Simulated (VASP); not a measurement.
# CdS (Hawleyite): single point with RPBE

Crystal: CdS (Hawleyite).

```
CELL_PARAMETERS angstrom
0.00000 2.91650 2.91650
2.91650 0.00000 2.91650
2.91650 2.91650 0.00000
ATOMIC_POSITIONS crystal
Cd 0.00000 0.00000 0.00000
S 0.75000 0.75000 0.75000
```

- Program: VASP 6.6.1
- Task: single point
- Functional: RPBE
- Potentials or basis: VASP PAW PBE potentials, release 64 (Cd, S)
- Cutoff: 520 eV
- k mesh: 8 × 8 × 8
- Occupations: gaussian, width 0.05 eV
- Spin: no spin polarisation
- Further INCAR settings: ALGO = Fast; EDIFF = 1.00e-07; NBANDS = 16

```yaml
Pressure: 5.4 GPa
Band_gap_on_the_k_mesh: 1.33 eV, direct
```

Levels at points of the mesh, in eV from the valence-band top:
```csv
k point,band 6,band 7,band 8,band 9,band 10,band 11,band 12,band 13
"(0.00, 0.00, 0.00)",-7.25,0.00,0.00,0.00,1.33,6.63,6.63,6.63
"(0.50, 0.00, 0.00)",-6.87,-4.34,-0.74,-0.74,3.15,7.10,7.10,7.69
"(0.50, 0.50, 0.00)",-6.80,-3.91,-1.86,-1.86,3.74,4.45,9.45,10.91
```

It took 18 s on 1 thread of AMD EPYC 9R45 96-Core Processor (Zen 5), with other jobs on the host, peak memory 0.15 GiB.

Caveat: the PAW data sets were made with another functional, which shifts forces and pressure a little. RPBE gaps usually lie below the measured ones, often by a third to a half.
